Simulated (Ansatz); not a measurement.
# SiC: a trigonal deformation path

An exercise on one series of results from a longer session: the logs are not shown, and one member is left open.

The COD entry's cell or inner coordinates are ideal or old and differ from later refinements, so a difference from it is no clean test against experiment.

Method: DFT PBE, scalar-relativistic, plane waves, PAW, in Ansatz 0.2.0.

**The system as given**

Symmetry: F-43m, No. 216, cubic system. The conventional cell has a = 4.348 Å, b = 4.348 Å, c = 4.348 Å, α = 90.00°, β = 90.00°, γ = 90.00°. Si (site symmetry -43m) has 4 C at 1.88 Å as nearest neighbours. C (site symmetry -43m) has 4 Si at 1.88 Å as nearest neighbours.

Structure file:

```cif
data_structure
_symmetry_space_group_name_H-M 'P 1'
_symmetry_Int_Tables_number 1
_cell_length_a 3.0745
_cell_length_b 3.0745
_cell_length_c 3.0745
_cell_angle_alpha 60.000
_cell_angle_beta 60.000
_cell_angle_gamma 60.000
_cell_volume 20.55
loop_
_atom_site_label
_atom_site_type_symbol
_atom_site_fract_x
_atom_site_fract_y
_atom_site_fract_z
_atom_site_occupancy
Si1 Si 0.00000 0.00000 0.00000 1
C1 C 0.75000 0.75000 0.75000 1
```

The cell is taken as given, not relaxed at this level.

The first run:

At fixed volume and fractional coordinates, lengths along (0.577, 0.577, 0.577) are scaled against those across it; ρ is that ratio over its starting value.

input.yaml

```yaml
crystal:
  lattice:
    - [-0.9130227875, 1.826045575, 1.826045575]
    - [1.826045575, -0.9130227875, 1.826045575]
    - [1.826045575, 1.826045575, -0.9130227875]
  atoms:
    - { symbol: Si, position: [0.0, 0.0, 0.0] }
    - { symbol: C, position: [0.75, 0.75, 0.75] }
basis:
  ecutwfc: 420
kpoints:
  mp_grid: { grid: [12, 12, 12] }
hamiltonian:
  xc: pbe
scf:
  occupations: { method: gaussian, width: 0.05 }
output:
  forces: true
  stress: true
  eigenvalues: true
  write_density: true
  write_potential: true
  elf: true
  volumetric_format: npy
```

Launch:

```sh
$ ansatz run input.yaml --threads 1 --pin off --max-ram 2560MiB --backend cpu --events-out ev --progress --plain --runs-dir out
```

Among the steps run: Point ρ = 0.500; At ρ = 2.000; Point ρ = 0.710; Point ρ = 1.410; At ρ = 0.600; ρ = 0.850; ρ = 1.200; At ρ = 1.700; Point ρ = 0.930; At ρ = 1.080.

One table of the session follows, with a row left open; its other results are not shown here.

```
    ρ  ΔE (meV/atom)  pressure (GPa)  gap on the mesh (eV)
0.500         8041.1           193.0                  0.00
0.600         4022.3           106.1                  0.00
0.710              ?               ?                     ?
0.850          343.1            13.9                  0.68
0.930           65.2             6.6                  1.05
1.000            0.0             4.8                  1.35
1.080           67.9             6.6                  1.09
1.200          362.4            14.1                  0.46
1.410         1158.4            34.2                  0.00
1.700         2152.9            58.5                  0.00
2.000         2914.1            74.9                  0.00
```

Estimate the missing values for ρ = 0.710.

Worked estimate for «ΔE (meV/atom)». A straight line through the neighbours (0.600, 4022.3) and (0.850, 343.1) gives 4022.3 + (343.1 − 4022.3) × (0.710 − 0.600) / (0.850 − 0.600) = 2403.5; a parabola fitted to 4 rows on both sides gives 1538.0.

**Answer.** ΔE (meV/atom): 1675.8; pressure (GPa): 48.9; gap on the mesh (eV): 0.17. In «ΔE (meV/atom)» the line misses by +727.7 and the parabola by -137.8.

Where the gap reads zero, the mesh chosen for the insulator is on the coarse side.
